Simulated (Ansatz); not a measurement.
Here are 2 structures of FeS₂, each relaxed with r2SCAN (Ansatz 0.2.0). No spin polarisation and no zero-point or thermal motion.

database Pnnm (6 atoms):
Space group Pnnm (No. 58). a = 4.431 Å, b = 5.401 Å, c = 3.379 Å, α = 90.00°, β = 90.00°, γ = 90.00°
```csv
atom,site,symmetry,x,y,z
Fe,2a,..2/m,0.5000,0.5000,0.5000
S,4g,..m,0.2990,0.8778,0.5000
```

database Pa-3 (12 atoms):
Space group Pa-3 (No. 205). a = 5.403 Å, b = 5.403 Å, c = 5.403 Å, α = 90.00°, β = 90.00°, γ = 90.00°
```json
{"atom": "Fe", "site": "4a", "symmetry": ".-3.", "x": "0.0000", "y": "0.5000", "z": "0.5000"}
{"atom": "S", "site": "8c", "symmetry": ".3.", "x": "0.3850", "y": "0.1150", "z": "0.8850"}
```

Question: Which is lowest in energy with r2SCAN, and by how much?

Answer: Among these cells the lowest with r2SCAN is database Pnnm (6 atoms), 11 meV an atom below the next, database Pa-3 (12 atoms). Other structures, not computed here, could lie lower.

Question: Does the order change among the functionals that relaxed these cells?

Answer: It can't be told. PBE agrees on the lowest cell. With PBEsol, LDA the lowest cells aren't resolved. PBEsol: database Pnnm (6 atoms) 1, database Pa-3 (12 atoms) 0 meV an atom. LDA: database Pnnm (6 atoms) 2, database Pa-3 (12 atoms) 0 meV an atom.

Question: What gaps does HSE06 give on these cells?

Answer: database Pnnm (6 atoms): 2.25 i (Γ–X (0.83) → Y–Γ (0.50)); database Pa-3 (12 atoms): 2.23 d (Γ) (eV; d direct, i indirect).

Question: What gaps does PBE give on these cells?

Answer: database Pnnm (6 atoms): 0.85 i (Γ–X (0.80) → T); database Pa-3 (12 atoms): 0.61 i (Γ–X (0.90) → Γ) (eV; d direct, i indirect).

Where an edge lies off the special points, it is a point of the mesh or the k point where a search put PBE's edge or least direct gap, reused for the other functionals, whose own edges may lie a little apart.

The meshes of the hybrids are coarse, so their gaps aren't converged to the digits shown.
